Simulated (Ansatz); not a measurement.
# Sb (Im-3m) in Ansatz: notebook

The runs below take Sb through single point, equation of state, with r2SCAN.

Program: Ansatz 0.2.0. These are calculated values, not measurements. Logs are shortened: lines on timing, memory, paths and dates and some standing lists are left out, and cuts for length are marked.

## (1) The crystal as given

It takes space group Im-3m (No. 229, cubic). The conventional cell has a = 3.743 Å, b = 3.743 Å, c = 3.743 Å, α = 90.00°, β = 90.00°, γ = 90.00°. Around Sb (site symmetry m-3m) lie 8 Sb at 3.24 Å.

This isn't the form of Sb at room conditions, which is rhombohedral.

## (2) Single point, r2SCAN, 24.64 Å³/atom (volume scaled by 0.94)

input.yaml reads:

```yaml
crystal:
  lattice:
    - [-1.8331395369, 1.8331395369, 1.8331395369]
    - [1.8331395369, -1.8331395369, 1.8331395369]
    - [1.8331395369, 1.8331395369, -1.8331395369]
  atoms:
    - { symbol: Sb, position: [0.0, 0.0, 0.0] }
hamiltonian:
  xc: r2scan
  pseudopotentials: { kind: paw }
kpoints:
  mp_grid: { grid: [10, 10, 10] }
scf:
  occupations: { method: fermi_dirac, width: 0.05 }
output:
  forces: true
  stress: true
  eigenvalues: true
```

Potentials or basis: Ansatz PAW.

Run with:

```sh
$ ansatz run input.yaml --threads 2 --pin off --max-ram 5632MiB --backend cpu --events-out ev --progress --plain --runs-dir out
```

Output:

```text
Warning: RAYON_NUM_THREADS=2 ignored (pool sized by the plan → 2); use --threads N
Engine: ansatz 0.2.0, x86_64-unknown-linux-gnu
Pseudopotentials: kind: paw
Pseudopotential: Sb, paw, valence charge 15, recommended cutoff 500 eV (meta_gga), Sb.paw.azcp
Functional definition: r2SCAN
  parameter k0 = 0.174
  parameter k1 = 0.065
  parameter a1 = 4.9479
  exchange = r2scan_x(k0 = k0, k1 = k1, a1 = a1)
  correlation = r2scan_c
Crystal: 1 atoms, lattice volume = 24.640 Å³
Basis set: ecut = 500 eV, 627 PW (Γ), exchange–correlation on 96×96×96 points (64 copies of the dense FFT grid, shifted against one another)
Bands: 12, of which v1, the nominal top of the filled ones, is band 8 counted from 1 (7 counted from 0)
Symmetry: 48 space group operations
Space group: Im-3m (ITA 229), of the structure as read, at distance tolerance 2.9e-5 Å
k-points: 47 of 1000
Non-local potential: Sb, projectors of the file, l = 0: 2, l = 1: 2, l = 2: 2, l = 3: 2
PAW form: soft (Blöchl's): semilocal exchange-correlation on the pseudo side does not see the compensation charge
PAW frozen core: Sb, regenerated for the run's functional (the file was generated under x = pbe(κ = 0.804, μ = 0.2195149727645171), c = pbe(β = 0.06672455060314922))
PAW one-centre angular grid: Sb, 590 points (default); XC on 160 Gauss nodes
Initial density: superposition of atomic densities (neutral atoms: chi_scale 0, normalization atom), corrected by the library's trained network
Initial wavefunctions: pseudopotential atomic-orbital guess
Functional: x = r2scan, c = r2scan; τ floored in thin density (d = 2e-4 eV/Å³)
SCF iter   1: F=—  HF=-6498.685029 eV  |F-HF|=—  |Δ(HF+E_count)|=         —  Δρ=4.82e-3  dr2=2.00e-3  dr2_τ=4.08e-4  ethr=1.77e-3  ⟨swp⟩=5.5  Hψ=3431  notcnv=0
preconditioner: auto → Kerker (q_TF=auto, 2.512 Å⁻¹)  [metal: Δε(μ)=0.054 eV  Ē_g=13.809 eV  σ=0.050 eV  W_gap=0.26  n_scr=12 (ndim 8)  ℏωp=16.7 eV  f_vac=0.000  D(μ)=1.09/eV (n_scr^D=12)]
SCF iter   2: F=—  HF=-6498.702643 eV  |F-HF|=—  |Δ(HF+E_count)|=   1.76e-2  Δρ=2.84e-3  dr2=8.88e-4  dr2_τ=1.27e-5  ethr=1.33e-5  ⟨swp⟩=2.2  Hψ=1469  notcnv=0  defer=19
SCF iter   3: F=—  HF=-6498.704006 eV  |F-HF|=—  |Δ(HF+E_count)|=   1.36e-3  Δρ=8.59e-4  dr2=1.22e-4  dr2_τ=5.33e-6  ethr=5.92e-6  ⟨swp⟩=2.0  Hψ=710  notcnv=0  defer=19
SCF iter   4: F=—  HF=-6498.704162 eV  |F-HF|=—  |Δ(HF+E_count)|=   1.57e-4  Δρ=2.34e-4  dr2=7.94e-6  dr2_τ=2.35e-7  ethr=8.15e-7  ⟨swp⟩=3.0  Hψ=908  notcnv=0  defer=19
SCF iter   5: F=—  HF=-6498.704166 eV  |F-HF|=—  |Δ(HF+E_count)|=   3.70e-6  Δρ=8.15e-5  dr2=1.58e-6  dr2_τ=3.09e-8  ethr=5.29e-8  ⟨swp⟩=2.1  Hψ=656  notcnv=0  defer=19
SCF iter   6: F=-6498.704170 eV  HF=-6498.704170 eV  |F-HF|=7.18e-8  |Δ(HF+E_count)|=   3.52e-6  Δρ=1.50e-5  dr2=6.36e-8  dr2_τ=7.00e-10  ethr=6.67e-10  ⟨swp⟩=5.3  Hψ=2757  notcnv=0
SCF 1 converged in 6 iterations: F = -6498.704170 eV  dr2 = 6.36e-8
SCF converged after 6 iterations
Free energy (F): -6498.704170 eV
Harris-Foulkes:  -6498.704170 eV  (|F-HF|=7.18e-8)
Internal energy: -6498.695788 eV  (E = F + TS)
E sigma→0 (E₀):  -6498.699979 eV
Entropy (-TS):   -0.008382 eV (-8.382 meV/atom)
Fermi energy:    13.032206 eV
--- Per-component energies (eV) ---
  E_band       = -134.003540
  E_kinetic    = 207.453813
  E_local      = -1362.322781  (includes V_loc(G=0)·N_el)
  E_nonlocal   = 362.703766
  E_hartree    = 630.264479
  E_xc         = -127.950412
  E_vxc        = -103.751615  (∫ρ·V_xc dr)
  E_paw        = -4601.340790  (= ΣΔE_a)
  E_vpaw       = -505.618103  (= ΣTr[D̂ρ^β])
  E_aug_tail   = -0.000001  (compensation charges beyond the density's cutoff)
  E_vtau       = 7.010078  (kinetic-family band-sum trace: ∫τ·v_τ [+ j·A + Jᵃ·Aᵃ] dr)
  E_ewald      = -1608.009899
  E_core_change = 0.506037  (= ΣΔE_core)
  E_smearing   = -0.008382  (= −TS)
  E_closure    = -0.000000  (closes the sum)
  Σ components = -6498.704170   (vs F -6498.704170, Δ=0.00e0)
--- Forces (eV/Å), atoms counted from 1 ---
  atom   1  Sb    -0.00000000     0.00000000     0.00000000
  max |Σ_I F_I| component: 1.60e-31 eV/Å
--- Stress (GPa, compression-positive) ---
        7.506146       0.000000       0.000000
        0.000000       7.506146      -0.000000
       -0.000000       0.000000       7.506146
  P = ⅓ Tr σ = 7.5061 GPa (75.061 kbar)
--- Band table (eV; the first three rows and the last of 47) ---
  k-point 0: bands = ["-17.1196", "-17.1196", "-17.1196", "-17.0138", "-17.0138", "-1.1767", "19.5932", "19.5932", "19.5932", "25.1615", "25.1615", "25.1615"]
  k-point 1: bands = ["-17.1226", "-17.1140", "-17.1031", "-17.0174", "-17.0146", "-0.9359", "17.8331", "18.7683", "19.3686", "23.5329", "23.6294", "25.1602"]
  k-point 2: bands = ["-17.1306", "-17.1014", "-17.0596", "-17.0250", "-17.0166", "-0.2156", "14.5121", "17.3091", "18.7736", "22.1665", "22.2969", "25.1942"]
  k-point 46: bands = ["-17.1258", "-17.1258", "-16.9601", "-16.9601", "-16.9601", "7.9093", "10.6198", "10.6198", "10.6198", "16.2064", "16.2064", "31.4020"]
```

It took 3.7 s on 2 threads of Intel Xeon at 2.50GHz (Skylake/Cascade Lake), shared host; peak memory 0.36 GiB.

Results:

```
Free energy            : -6498.7042 eV
Pressure               : 7.5 GPa
Band gap on the k mesh : none (metal or under the smearing width)
```

Caveat: the PAW data sets come from PBE, with cores solved anew for the run's functional, which leaves a small shift of forces and pressure.

## (3) Single point, r2SCAN, 25.16 Å³/atom (volume scaled by 0.96)

Edit input.yaml of step 2 so:

```diff
@@ -2,5 +2,5 @@
   lattice:
-    - [-1.8331395369, 1.8331395369, 1.8331395369]
-    - [1.8331395369, -1.8331395369, 1.8331395369]
-    - [1.8331395369, 1.8331395369, -1.8331395369]
+    - [-1.8460493956, 1.8460493956, 1.8460493956]
+    - [1.8460493956, -1.8460493956, 1.8460493956]
+    - [1.8460493956, 1.8460493956, -1.8460493956]
   atoms:
```

Potentials or basis: Ansatz PAW.

Run with:

```sh
$ ansatz run input.yaml --threads 2 --pin off --max-ram 5632MiB --backend cpu --events-out ev --progress --plain --runs-dir out
```

Run time: 3.3 s. Hardware: 2 threads of Intel Xeon at 2.50GHz (Skylake/Cascade Lake), shared host; peak memory 0.37 GiB.

Results (log left out):

| Property | Result |
| --- | --- |
| Free energy | -6498.7256 eV |
| Pressure | 5.7 GPa |
| Band gap on the k mesh | none (metal or under the smearing width) |

Caveat: the PAW data sets come from PBE, with cores solved anew for the run's functional, which leaves a small shift of forces and pressure.

## (4) Single point, r2SCAN, 25.69 Å³/atom (volume scaled by 0.98)

input.yaml reads:

```yaml
crystal:
  lattice:
    - [-1.8587811731, 1.8587811731, 1.8587811731]
    - [1.8587811731, -1.8587811731, 1.8587811731]
    - [1.8587811731, 1.8587811731, -1.8587811731]
  atoms:
    - { symbol: Sb, position: [0.0, 0.0, 0.0] }
hamiltonian:
  xc: r2scan
  pseudopotentials: { kind: paw }
kpoints:
  mp_grid: { grid: [10, 10, 10] }
scf:
  occupations: { method: fermi_dirac, width: 0.05 }
output:
  forces: true
  stress: true
  eigenvalues: true
  write_density: true
  write_potential: true
  elf: true
  volumetric_format: npy
```

Run with:

```sh
$ ansatz run input.yaml --threads 2 --pin off --max-ram 5632MiB --backend cpu --events-out ev --progress --plain --runs-dir out
```

It took 3.8 s on 2 threads of Intel Xeon at 2.50GHz (Skylake/Cascade Lake), shared host; peak memory 0.37 GiB.

The run converged. Its results:

```yaml
Free_energy: -6498.7413 eV
Pressure: 4.0 GPa
Band_gap_on_the_k_mesh: none (metal or under the smearing width)
```

Caveat: the PAW data sets come from PBE, with cores solved anew for the run's functional, which leaves a small shift of forces and pressure.

## (5) Single point, r2SCAN, 26.21 Å³/atom

Edit input.yaml of step 4 so:

```diff
@@ -2,5 +2,5 @@
   lattice:
-    - [-1.8587811731, 1.8587811731, 1.8587811731]
-    - [1.8587811731, -1.8587811731, 1.8587811731]
-    - [1.8587811731, 1.8587811731, -1.8587811731]
+    - [-1.8713408863, 1.8713408863, 1.8713408863]
+    - [1.8713408863, -1.8713408863, 1.8713408863]
+    - [1.8713408863, 1.8713408863, -1.8713408863]
   atoms:
```

Run with:

```sh
$ ansatz run input.yaml --threads 2 --pin off --max-ram 5632MiB --backend cpu --events-out ev --progress --plain --runs-dir out
```

Wall time 3.6 s (2 threads of Intel Xeon at 2.50GHz (Skylake/Cascade Lake), shared host); peak memory 0.37 GiB.

It converged, with:

| Quantity | Value |
| --- | --- |
| Free energy | -6498.7519 eV |
| Pressure | 2.5 GPa |
| Band gap on the k mesh | none (metal or under the smearing width) |

Caveat: the PAW data sets come from PBE, with cores solved anew for the run's functional, which leaves a small shift of forces and pressure.

## (6) Single point, r2SCAN, 26.74 Å³/atom (volume scaled by 1.02)

input.yaml reads:

```yaml
crystal:
  lattice:
    - [-1.8837342335, 1.8837342335, 1.8837342335]
    - [1.8837342335, -1.8837342335, 1.8837342335]
    - [1.8837342335, 1.8837342335, -1.8837342335]
  atoms:
    - { symbol: Sb, position: [0.0, 0.0, 0.0] }
hamiltonian:
  xc: r2scan
  pseudopotentials: { kind: paw }
kpoints:
  mp_grid: { grid: [10, 10, 10] }
scf:
  occupations: { method: fermi_dirac, width: 0.05 }
output:
  forces: true
  stress: true
  eigenvalues: true
```

Potentials or basis: Ansatz PAW.

Run with:

```sh
$ ansatz run input.yaml --threads 2 --pin off --max-ram 5632MiB --backend cpu --events-out ev --progress --plain --runs-dir out
```

Run time: 3.3 s. Hardware: 2 threads of Intel Xeon at 2.50GHz (Skylake/Cascade Lake), shared host; peak memory 0.37 GiB.

The run converged. Its results:

| Item | Value |
| --- | --- |
| Free energy | -6498.7577 eV |
| Pressure | 1.1 GPa |
| Band gap on the k mesh | none (metal or under the smearing width) |

Caveat: the PAW data sets come from PBE, with cores solved anew for the run's functional, which leaves a small shift of forces and pressure.

## (7) Single point, r2SCAN, 27.26 Å³/atom (volume scaled by 1.04)

Edit input.yaml of step 6 so:

```diff
@@ -2,5 +2,5 @@
   lattice:
-    - [-1.8837342335, 1.8837342335, 1.8837342335]
-    - [1.8837342335, -1.8837342335, 1.8837342335]
-    - [1.8837342335, 1.8837342335, -1.8837342335]
+    - [-1.8959666167, 1.8959666167, 1.8959666167]
+    - [1.8959666167, -1.8959666167, 1.8959666167]
+    - [1.8959666167, 1.8959666167, -1.8959666167]
   atoms:
```

Run with:

```sh
$ ansatz run input.yaml --threads 2 --pin off --max-ram 5632MiB --backend cpu --events-out ev --progress --plain --runs-dir out
```

Run time: 3.6 s. Hardware: 2 threads of Intel Xeon at 2.50GHz (Skylake/Cascade Lake), shared host; peak memory 0.37 GiB.

Results (log left out):

* Free energy: -6498.7594 eV
* Pressure: -0.1 GPa
* Band gap on the k mesh: none (metal or under the smearing width)

Caveat: the PAW data sets come from PBE, with cores solved anew for the run's functional, which leaves a small shift of forces and pressure.

## (8) Single point, r2SCAN, 27.79 Å³/atom (volume scaled by 1.06)

Edit input.yaml of step 7 so:

```diff
@@ -2,5 +2,5 @@
   lattice:
-    - [-1.8959666167, 1.8959666167, 1.8959666167]
-    - [1.8959666167, -1.8959666167, 1.8959666167]
-    - [1.8959666167, 1.8959666167, -1.8959666167]
+    - [-1.9080431628, 1.9080431628, 1.9080431628]
+    - [1.9080431628, -1.9080431628, 1.9080431628]
+    - [1.9080431628, 1.9080431628, -1.9080431628]
   atoms:
```

Run with:

```sh
$ ansatz run input.yaml --threads 2 --pin off --max-ram 5632MiB --backend cpu --events-out ev --progress --plain --runs-dir out
```

Run time: 4.5 s. Hardware: 2 threads of Intel Xeon at 2.50GHz (Skylake/Cascade Lake), shared host; peak memory 0.37 GiB.

Results (log left out):

```yaml
Free_energy: -6498.7571 eV
Pressure: -1.2 GPa
Band_gap_on_the_k_mesh: none (metal or under the smearing width)
```

Caveat: the PAW data sets come from PBE, with cores solved anew for the run's functional, which leaves a small shift of forces and pressure.

## (9) Equation of state, r2SCAN

Potentials or basis: Ansatz PAW.

This step only gathers the single runs of the series.

What came out:

```
Equilibrium volume                      : 27.21 Å³/atom
Bulk modulus                            : 61 GPa
Pressure derivative of the bulk modulus : 4.1
```

Energy against volume, from the lowest point:
| volume (Å³/atom) | energy (meV/atom) |
| --- | --- |
| 24.640 | 55.18 |
| 25.165 | 33.72 |
| 25.689 | 18.00 |
| 26.213 | 7.46 |
| 26.737 | 1.61 |
| 27.262 | 0.00 |
| 27.786 | 2.23 |

Caveat: the PAW data sets were made with another functional, which shifts forces and pressure a little.
